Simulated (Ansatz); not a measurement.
# GaSb: input, output and frames of a trajectory

All numbers below come from DFT PBEsol, scalar-relativistic, plane waves, PAW (Ansatz 0.2.0). Cutoff 420 eV, shifted (0.5, 0.5, 0.5 steps) 2×2×2 k-points, Fermi–Dirac smearing of 0.16 eV. The mesh is coarse. No spin polarisation.

16 atoms, starting at 1.06 times the perfect crystal's volume (space group F-43m, the cell as given, not relaxed at this level); Nosé–Hoover thermostat at 1800 K, fixed cell; 15 steps of 6 fs. The run is short and not equilibrated. The time step is on the long side.

Self-consistency was reached.

The run took 2 min on 4 threads of Arm Neoverse V2, on a shared host, peak memory 1.6 GiB.

Command:
```bash
ansatz run input.yaml --threads 4 --pin off --max-ram 5120MiB --backend cpu --events-out ev --progress --plain --runs-dir out
```

Input:
```yaml
crystal:
  lattice:
    - [-6.2379912476, 6.2379912476, 0.0]
    - [-6.2379912476, 0.0, 6.2379912476]
    - [0.0, 6.2379912476, 6.2379912476]
  atoms:
    - { symbol: Ga, position: [0.0, 0.0, 0.0] }
    - { symbol: Ga, position: [0.5, 0.0, 0.0] }
    - { symbol: Ga, position: [0.0, 0.5, 0.0] }
    - { symbol: Ga, position: [0.0, 0.0, 0.5] }
    - { symbol: Ga, position: [0.5, 0.5, 0.0] }
    - { symbol: Ga, position: [0.5, 0.0, 0.5] }
    - { symbol: Ga, position: [0.0, 0.5, 0.5] }
    - { symbol: Ga, position: [0.5, 0.5, 0.5] }
    - { symbol: Sb, position: [0.625, 0.625, 0.125] }
    - { symbol: Sb, position: [0.125, 0.625, 0.125] }
    - { symbol: Sb, position: [0.625, 0.125, 0.125] }
    - { symbol: Sb, position: [0.625, 0.625, 0.625] }
    - { symbol: Sb, position: [0.125, 0.125, 0.125] }
    - { symbol: Sb, position: [0.125, 0.625, 0.625] }
    - { symbol: Sb, position: [0.625, 0.125, 0.625] }
    - { symbol: Sb, position: [0.125, 0.125, 0.625] }
basis:
  ecutwfc: 420
kpoints:
  mp_grid: { grid: [2, 2, 2], shift: [0.5, 0.5, 0.5] }
hamiltonian:
  xc: pbesol
scf:
  occupations: { method: fermi_dirac, width: 0.1551 }
  lower_state_search: "off"
  convergence: { dr2_threshold: 1.0e-07 }
output:
  forces: true
  stress: true
md:
  timestep: 6.0
  n_steps: 15
  ensemble: nvt_nose_hoover
  temperature: 1800.0
  initial_velocities: maxwell_boltzmann
  seed: 34125
```

Output (its end):
```
...
SCF converged after 7 iterations
Free energy (F): -81210.630390 eV
Harris-Foulkes:  -81210.630390 eV  (|F-HF|=5.81e-9)
Internal energy: -81210.447652 eV  (E = F + TS)
E sigma→0 (E₀):  -81210.539021 eV
Entropy (-TS):   -0.182738 eV (-11.421 meV/atom)
Fermi energy:    6.894292 eV
--- Per-component energies (eV) ---
  E_band       = -2252.448396
  E_kinetic    = 2573.141138
  E_local      = -31752.475678  (includes V_loc(G=0)·N_el)
  E_nonlocal   = 6315.908926
  E_hartree    = 14538.712720
  E_xc         = -1639.243804
  E_vxc        = -1225.925325  (∫ρ·V_xc dr)
  E_paw        = -51591.022433  (= ΣΔE_a)
  E_vpaw       = -7240.525333  (= ΣTr[D̂ρ^β])
  E_aug_tail   = -0.000929  (compensation charges beyond the density's cutoff)
  E_ewald      = -19665.026272
  E_core_change = 9.558679  (= ΣΔE_core)
  E_smearing   = -0.182738  (= −TS)
  E_closure    = -0.000000  (closes the sum)
  Σ components = -81210.630390   (vs F -81210.630390, Δ=0.00e0)
--- Forces (eV/Å), atoms counted from 1 ---
  atom   1  Ga    -0.06948732    -0.41471165    -0.87378032
  atom   2  Ga     0.14063129     0.03906603     0.22367134
  atom   3  Ga    -0.22321922     0.20441230    -0.32231421
  atom   4  Ga     0.11798586     0.35623180     0.77937273
  atom   5  Ga    -0.67759485    -0.79044097     0.07296502
  atom   6  Ga    -0.27205482     0.05529401     0.19932048
  atom   7  Ga    -0.15724799    -0.43465303     0.73594884
  atom   8  Ga    -0.05592146    -0.45878124     0.17311642
  atom   9  Sb     0.25518098    -0.23246607     0.55076412
  atom  10  Sb     0.40171739     0.87217423    -0.34138224
  atom  11  Sb     0.63209595    -0.22036810     0.48936363
  atom  12  Sb     0.47313761     0.64115056    -0.25047668
  atom  13  Sb    -0.67495649     0.90818694    -0.75914223
  atom  14  Sb    -0.18590685     0.11972797    -0.31051495
  atom  15  Sb     0.56697582    -0.44464307     0.03049023
  atom  16  Sb    -0.27148048    -0.20016166    -0.39744454
  max |Σ_I F_I| component: 1.45e-4 eV/Å
--- Stress (GPa, compression-positive) ---
       -2.720434       0.776614       0.346082
        0.776614      -2.858025      -0.986502
        0.346083      -0.986502      -3.273726
  P = ⅓ Tr σ = -2.9507 GPa (-29.507 kbar)
--- MD trajectory: 15 steps, t = 0.0 → 90.0 fs ---
  final state: T = 1408.5 K   F+E_penalty+E_count = -81210.63038994 eV   E_kin = 2.730996 eV
  conserved energy: peak-to-peak 2.401e-2 eV (1.501e-3 eV/atom) over 90.0 fs
```

Frames along the run (Å, eV/Å; dE is the potential energy from the first frame):

```xyz
16
Lattice="-6.238 6.238 0.000 -6.238 0.000 6.238 0.000 6.238 6.238" Properties=species:S:1:pos:R:3:forces:R:3 pbc="T T T" time_fs=0.00 dE_eV=0.0000 T_K=1800
Ga    0.000    0.000    0.000    0.010   -0.010   -0.010
Ga   -3.119    3.119    0.000    0.010   -0.010   -0.010
Ga   -3.119    0.000    3.119    0.010   -0.010   -0.010
Ga    0.000    3.119    3.119    0.010   -0.010   -0.010
Ga   -6.238    3.119    3.119    0.010   -0.010   -0.010
Ga   -3.119    6.238    3.119    0.010   -0.010   -0.010
Ga   -3.119    3.119    6.238    0.010   -0.010   -0.010
Ga   -6.238    6.238    6.238    0.010   -0.010   -0.010
Sb   -7.797    4.678    4.678   -0.010    0.010    0.010
Sb   -4.678    1.559    4.678   -0.010    0.010    0.010
Sb   -4.678    4.678    1.559   -0.010    0.010    0.010
Sb   -7.797    7.797    7.797   -0.010    0.010    0.010
Sb   -1.559    1.559    1.559   -0.010    0.010    0.010
Sb   -4.678    4.678    7.797   -0.010    0.010    0.010
Sb   -4.678    7.797    4.678   -0.010    0.010    0.010
Sb   -1.559    4.678    4.678   -0.010    0.010    0.010
16
Lattice="-6.238 6.238 0.000 -6.238 0.000 6.238 0.000 6.238 6.238" Properties=species:S:1:pos:R:3:forces:R:3 pbc="T T T" time_fs=6.00 dE_eV=0.1018 T_K=1748
Ga   -0.022   -0.010    0.020    0.215    0.193    0.076
Ga   -3.141    3.106   -0.003    0.269   -0.056   -0.020
Ga   -3.144   -0.021    3.126    0.106   -0.058    0.133
Ga    0.041    3.110    3.089   -0.377    0.135    0.063
Ga   -6.251    3.108    3.075    0.239    0.152    0.330
Ga   -3.149    6.266    3.134    0.331   -0.247   -0.096
Ga   -3.161    3.138    6.220    0.489   -0.132   -0.030
Ga   -6.252    6.250    6.219    0.134    0.025    0.132
Sb   -7.782    4.687    4.689   -0.156   -0.209   -0.100
Sb   -4.680    1.545    4.694   -0.203    0.086   -0.140
Sb   -4.672    4.679    1.537   -0.018    0.023    0.206
Sb   -7.785    7.813    7.817   -0.356   -0.110   -0.315
Sb   -1.569    1.521    1.601   -0.081    0.271   -0.191
Sb   -4.664    4.657    7.788   -0.199    0.317   -0.063
Sb   -4.691    7.815    4.637    0.011   -0.062    0.389
Sb   -1.513    4.714    4.707   -0.405   -0.326   -0.375
16
Lattice="-6.238 6.238 0.000 -6.238 0.000 6.238 0.000 6.238 6.238" Properties=species:S:1:pos:R:3:forces:R:3 pbc="T T T" time_fs=12.00 dE_eV=0.3935 T_K=1599
Ga   -0.042   -0.018    0.040    0.446    0.432    0.222
Ga   -3.161    3.093   -0.005    0.497   -0.097   -0.038
Ga   -3.169   -0.043    3.134    0.197   -0.104    0.269
Ga    0.079    3.103    3.060   -0.757    0.260    0.090
Ga   -6.264    3.098    3.033    0.499    0.374    0.681
Ga   -3.177    6.293    3.148    0.642   -0.481   -0.215
Ga   -3.201    3.157    6.202    0.935   -0.246   -0.095
Ga   -6.264    6.261    6.201    0.245    0.080    0.266
Sb   -7.767    4.694    4.698   -0.306   -0.425   -0.218
Sb   -4.682    1.531    4.708   -0.368    0.143   -0.270
Sb   -4.666    4.679    1.514   -0.025    0.038    0.395
Sb   -7.773    7.828    7.836   -0.704   -0.303   -0.644
Sb   -1.578    1.484    1.641   -0.120    0.517   -0.369
Sb   -4.649    4.636    7.778   -0.380    0.630   -0.097
Sb   -4.704    7.832    4.597    0.033   -0.129    0.799
Sb   -1.467    4.748    4.735   -0.832   -0.689   -0.776
16
Lattice="-6.238 6.238 0.000 -6.238 0.000 6.238 0.000 6.238 6.238" Properties=species:S:1:pos:R:3:forces:R:3 pbc="T T T" time_fs=18.00 dE_eV=0.8313 T_K=1377
Ga   -0.061   -0.025    0.062    0.682    0.688    0.412
Ga   -3.179    3.079   -0.008    0.686   -0.133   -0.058
Ga   -3.193   -0.065    3.144    0.276   -0.145    0.389
Ga    0.115    3.096    3.031   -1.118    0.365    0.077
Ga   -6.274    3.090    2.994    0.772    0.630    1.017
Ga   -3.203    6.318    3.161    0.927   -0.705   -0.349
Ga   -3.236    3.174    6.184    1.323   -0.353   -0.194
Ga   -6.276    6.274    6.185    0.341    0.146    0.385
Sb   -7.752    4.700    4.707   -0.450   -0.626   -0.331
Sb   -4.685    1.517    4.722   -0.498    0.188   -0.376
Sb   -4.659    4.680    1.493   -0.026    0.053    0.570
Sb   -7.763    7.842    7.853   -1.038   -0.540   -0.957
Sb   -1.588    1.448    1.681   -0.136    0.743   -0.521
Sb   -4.636    4.617    7.767   -0.543    0.935   -0.101
Sb   -4.717    7.849    4.558    0.057   -0.190    1.217
Sb   -1.424    4.781    4.760   -1.256   -1.055   -1.181
16
Lattice="-6.238 6.238 0.000 -6.238 0.000 6.238 0.000 6.238 6.238" Properties=species:S:1:pos:R:3:forces:R:3 pbc="T T T" time_fs=30.00 dE_eV=1.8182 T_K=884
Ga   -0.087   -0.026    0.112    1.029    1.101    0.759
Ga   -3.204    3.050   -0.015    0.931   -0.178   -0.082
Ga   -3.237   -0.112    3.169    0.385   -0.202    0.560
Ga    0.166    3.089    2.974   -1.711    0.509    0.010
Ga   -6.281    3.084    2.932    1.200    1.059    1.514
Ga   -3.238    6.356    3.182    1.345   -1.060   -0.574
Ga   -3.285    3.203    6.144    1.865   -0.527   -0.402
Ga   -6.294    6.301    6.158    0.467    0.263    0.555
Sb   -7.728    4.707    4.723   -0.664   -0.937   -0.491
Sb   -4.695    1.491    4.746   -0.637    0.274   -0.510
Sb   -4.647    4.682    1.456    0.024    0.066    0.850
Sb   -7.753    7.864    7.878   -1.529   -0.961   -1.423
Sb   -1.608    1.384    1.756   -0.140    1.117   -0.739
Sb   -4.614    4.588    7.746   -0.765    1.437   -0.086
Sb   -4.743    7.881    4.493    0.123   -0.316    1.927
Sb   -1.350    4.836    4.800   -1.923   -1.646   -1.869
16
Lattice="-6.238 6.238 0.000 -6.238 0.000 6.238 0.000 6.238 6.238" Properties=species:S:1:pos:R:3:forces:R:3 pbc="T T T" time_fs=36.00 dE_eV=2.1774 T_K=708
Ga   -0.092   -0.019    0.143    1.068    1.166    0.800
Ga   -3.209    3.034   -0.019    0.987   -0.182   -0.080
Ga   -3.256   -0.137    3.186    0.413   -0.215    0.605
Ga    0.180    3.089    2.945   -1.903    0.535    0.000
Ga   -6.275    3.089    2.912    1.260    1.125    1.610
Ga   -3.246    6.367    3.189    1.443   -1.155   -0.622
Ga   -3.296    3.213    6.121    2.000   -0.569   -0.457
Ga   -6.300    6.316    6.148    0.487    0.290    0.598
Sb   -7.719    4.707    4.728   -0.712   -1.027   -0.518
Sb   -4.703    1.479    4.757   -0.651    0.328   -0.545
Sb   -4.641    4.683    1.440    0.085    0.057    0.946
Sb   -7.754    7.872    7.885   -1.608   -1.037   -1.514
Sb   -1.619    1.356    1.790   -0.148    1.264   -0.803
Sb   -4.607    4.579    7.734   -0.805    1.589   -0.111
Sb   -4.755    7.896    4.469    0.169   -0.383    2.140
Sb   -1.320    4.857    4.812   -2.085   -1.785   -2.051
16
Lattice="-6.238 6.238 0.000 -6.238 0.000 6.238 0.000 6.238 6.238" Properties=species:S:1:pos:R:3:forces:R:3 pbc="T T T" time_fs=42.00 dE_eV=2.3578 T_K=624
Ga   -0.092   -0.006    0.177    0.997    1.102    0.698
Ga   -3.210    3.017   -0.023    1.001   -0.171   -0.067
Ga   -3.273   -0.163    3.205    0.423   -0.219    0.620
Ga    0.185    3.091    2.916   -2.000    0.519    0.032
Ga   -6.264    3.099    2.900    1.178    1.051    1.587
Ga   -3.247    6.373    3.192    1.451   -1.179   -0.610
Ga   -3.298    3.221    6.095    2.039   -0.570   -0.450
Ga   -6.303    6.333    6.141    0.476    0.284    0.608
Sb   -7.711    4.703    4.732   -0.713   -1.068   -0.501
Sb   -4.713    1.468    4.765   -0.630    0.394   -0.562
Sb   -4.634    4.684    1.428    0.172    0.035    1.010
Sb   -7.760    7.877    7.888   -1.544   -0.981   -1.494
Sb   -1.630    1.331    1.823   -0.171    1.383   -0.836
Sb   -4.601    4.575    7.723   -0.794    1.656   -0.174
Sb   -4.767    7.910    4.450    0.224   -0.450    2.218
Sb   -1.297    4.873    4.818   -2.111   -1.787   -2.077
16
Lattice="-6.238 6.238 0.000 -6.238 0.000 6.238 0.000 6.238 6.238" Properties=species:S:1:pos:R:3:forces:R:3 pbc="T T T" time_fs=48.00 dE_eV=2.3535 T_K=637
Ga   -0.088    0.012    0.216    0.838    0.923    0.462
Ga   -3.206    2.999   -0.028    0.978   -0.145   -0.043
Ga   -3.288   -0.190    3.228    0.415   -0.211    0.604
Ga    0.179    3.097    2.888   -1.992    0.467    0.111
Ga   -6.247    3.114    2.896    0.966    0.847    1.462
Ga   -3.241    6.373    3.192    1.372   -1.132   -0.542
Ga   -3.289    3.226    6.067    1.987   -0.534   -0.377
Ga   -6.304    6.351    6.138    0.436    0.241    0.589
Sb   -7.705    4.697    4.735   -0.667   -1.058   -0.440
Sb   -4.725    1.458    4.772   -0.579    0.472   -0.566
Sb   -4.627    4.686    1.418    0.280    0.002    1.040
Sb   -7.770    7.879    7.886   -1.350   -0.802   -1.381
Sb   -1.642    1.310    1.853   -0.215    1.472   -0.843
Sb   -4.598    4.575    7.711   -0.737    1.633   -0.271
Sb   -4.778    7.923    4.437    0.284   -0.508    2.152
Sb   -1.279    4.884    4.819   -2.016   -1.667   -1.955
16
Lattice="-6.238 6.238 0.000 -6.238 0.000 6.238 0.000 6.238 6.238" Properties=species:S:1:pos:R:3:forces:R:3 pbc="T T T" time_fs=54.00 dE_eV=2.2060 T_K=727
Ga   -0.079    0.036    0.257    0.634    0.670    0.140
Ga   -3.197    2.980   -0.033    0.923   -0.109   -0.010
Ga   -3.302   -0.219    3.255    0.387   -0.191    0.557
Ga    0.164    3.104    2.859   -1.879    0.393    0.232
Ga   -6.224    3.134    2.899    0.664    0.555    1.271
Ga   -3.228    6.367    3.190    1.217   -1.024   -0.429
Ga   -3.270    3.229    6.037    1.849   -0.474   -0.247
Ga   -6.303    6.371    6.137    0.373    0.164    0.545
Sb   -7.702    4.687    4.737   -0.579   -1.003   -0.341
Sb   -4.738    1.449    4.778   -0.498    0.559   -0.558
Sb   -4.619    4.687    1.411    0.398   -0.037    1.034
Sb   -7.785    7.878    7.880   -1.065   -0.542   -1.209
Sb   -1.655    1.294    1.881   -0.280    1.527   -0.830
Sb   -4.597    4.580    7.697   -0.651    1.528   -0.386
Sb   -4.788    7.934    4.431    0.343   -0.551    1.958
Sb   -1.266    4.890    4.814   -1.837   -1.464   -1.728
16
Lattice="-6.238 6.238 0.000 -6.238 0.000 6.238 0.000 6.238 6.238" Properties=species:S:1:pos:R:3:forces:R:3 pbc="T T T" time_fs=60.00 dE_eV=1.9803 T_K=865
Ga   -0.066    0.063    0.299    0.431    0.395   -0.201
Ga   -3.183    2.960   -0.038    0.839   -0.066    0.029
Ga   -3.313   -0.249    3.284    0.337   -0.159    0.478
Ga    0.139    3.114    2.831   -1.669    0.317    0.376
Ga   -6.198    3.157    2.908    0.328    0.230    1.053
Ga   -3.208    6.356    3.185    1.006   -0.875   -0.289
Ga   -3.241    3.229    6.005    1.637   -0.409   -0.080
Ga   -6.299    6.392    6.139    0.294    0.062    0.486
Sb   -7.700    4.674    4.737   -0.458   -0.913   -0.211
Sb   -4.753    1.441    4.782   -0.389    0.651   -0.539
Sb   -4.610    4.689    1.407    0.513   -0.079    0.995
Sb   -7.802    7.876    7.871   -0.741   -0.250   -1.016
Sb   -1.669    1.281    1.907   -0.361    1.542   -0.805
Sb   -4.597    4.590    7.683   -0.552    1.354   -0.491
Sb   -4.798    7.944    4.430    0.398   -0.575    1.668
Sb   -1.259    4.892    4.804   -1.612   -1.226   -1.453
16
Lattice="-6.238 6.238 0.000 -6.238 0.000 6.238 0.000 6.238 6.238" Properties=species:S:1:pos:R:3:forces:R:3 pbc="T T T" time_fs=72.00 dE_eV=1.5348 T_K=1164
Ga   -0.036    0.123    0.382    0.128   -0.074   -0.726
Ga   -3.142    2.919   -0.048    0.607    0.012    0.115
Ga   -3.332   -0.313    3.351    0.165   -0.052    0.225
Ga    0.063    3.138    2.781   -1.035    0.244    0.646
Ga   -6.142    3.206    2.943   -0.267   -0.352    0.627
Ga   -3.154    6.321    3.172    0.499   -0.517   -0.005
Ga   -3.160    3.224    5.940    1.029   -0.328    0.286
Ga   -6.289    6.436    6.150    0.127   -0.176    0.352
Sb   -7.699    4.641    4.737   -0.163   -0.664    0.103
Sb   -4.787    1.432    4.786   -0.102    0.814   -0.477
Sb   -4.586    4.691    1.407    0.679   -0.152    0.833
Sb   -7.844    7.871    7.844   -0.130    0.269   -0.663
Sb   -1.700    1.268    1.954   -0.537    1.431   -0.759
Sb   -4.603    4.620    7.649   -0.370    0.882   -0.581
Sb   -4.814    7.960    4.441    0.484   -0.567    0.958
Sb   -1.258    4.887    4.772   -1.114   -0.768   -0.934
16
Lattice="-6.238 6.238 0.000 -6.238 0.000 6.238 0.000 6.238 6.238" Properties=species:S:1:pos:R:3:forces:R:3 pbc="T T T" time_fs=78.00 dE_eV=1.3948 T_K=1283
Ga   -0.019    0.154    0.419    0.038   -0.235   -0.859
Ga   -3.117    2.898   -0.052    0.464    0.036    0.157
Ga   -3.340   -0.347    3.388    0.046    0.023    0.057
Ga    0.016    3.153    2.759   -0.654    0.262    0.736
Ga   -6.114    3.229    2.965   -0.474   -0.562    0.435
Ga   -3.122    6.298    3.165    0.237   -0.329    0.105
Ga   -3.109    3.218    5.908    0.657   -0.333    0.458
Ga   -6.282    6.457    6.158    0.054   -0.290    0.289
Sb   -7.699    4.621    4.737   -0.011   -0.524    0.265
Sb   -4.805    1.431    4.785    0.064    0.866   -0.437
Sb   -4.571    4.691    1.411    0.707   -0.180    0.723
Sb   -7.866    7.869    7.826    0.115    0.453   -0.517
Sb   -1.718    1.268    1.975   -0.611    1.299   -0.750
Sb   -4.608    4.640    7.629   -0.299    0.621   -0.543
Sb   -4.821    7.965    4.451    0.516   -0.538    0.609
Sb   -1.262    4.881    4.751   -0.850   -0.568   -0.728
16
Lattice="-6.238 6.238 0.000 -6.238 0.000 6.238 0.000 6.238 6.238" Properties=species:S:1:pos:R:3:forces:R:3 pbc="T T T" time_fs=84.00 dE_eV=1.3365 T_K=1367
Ga   -0.001    0.184    0.453   -0.024   -0.346   -0.903
Ga   -3.088    2.876   -0.056    0.308    0.045    0.194
Ga   -3.348   -0.381    3.425   -0.086    0.110   -0.129
Ga   -0.036    3.169    2.741   -0.263    0.305    0.782
Ga   -6.088    3.250    2.991   -0.609   -0.707    0.253
Ga   -3.088    6.274    3.158   -0.021   -0.139    0.176
Ga   -3.054    3.211    5.878    0.257   -0.371    0.610
Ga   -6.275    6.477    6.169   -0.007   -0.386    0.230
Sb   -7.700    4.599    4.738    0.131   -0.380    0.418
Sb   -4.823    1.432    4.784    0.235    0.887   -0.393
Sb   -4.554    4.691    1.417    0.691   -0.203    0.606
Sb   -7.888    7.868    7.807    0.314    0.577   -0.383
Sb   -1.739    1.272    1.994   -0.660    1.121   -0.751
Sb   -4.614    4.662    7.607   -0.239    0.364   -0.450
Sb   -4.826    7.969    4.464    0.543   -0.497    0.296
Sb   -1.269    4.872    4.727   -0.571   -0.381   -0.555
16
Lattice="-6.238 6.238 0.000 -6.238 0.000 6.238 0.000 6.238 6.238" Properties=species:S:1:pos:R:3:forces:R:3 pbc="T T T" time_fs=90.00 dE_eV=1.3659 T_K=1408
Ga    0.017    0.213    0.483   -0.069   -0.415   -0.874
Ga   -3.057    2.854   -0.058    0.141    0.039    0.224
Ga   -3.357   -0.415    3.463   -0.223    0.204   -0.322
Ga   -0.090    3.187    2.727    0.118    0.356    0.779
Ga   -6.064    3.268    3.018   -0.678   -0.790    0.073
Ga   -3.053    6.248    3.152   -0.272    0.055    0.199
Ga   -2.997    3.202    5.850   -0.157   -0.435    0.736
Ga   -6.268    6.496    6.180   -0.056   -0.459    0.173
Sb   -7.700    4.575    4.740    0.255   -0.232    0.551
Sb   -4.841    1.436    4.781    0.402    0.872   -0.341
Sb   -4.534    4.690    1.425    0.632   -0.220    0.489
Sb   -7.910    7.869    7.787    0.473    0.641   -0.250
Sb   -1.762    1.279    2.011   -0.675    0.908   -0.759
Sb   -4.621    4.686    7.584   -0.186    0.120   -0.311
Sb   -4.829    7.972    4.477    0.567   -0.445    0.030
Sb   -1.278    4.863    4.702   -0.271   -0.200   -0.397
```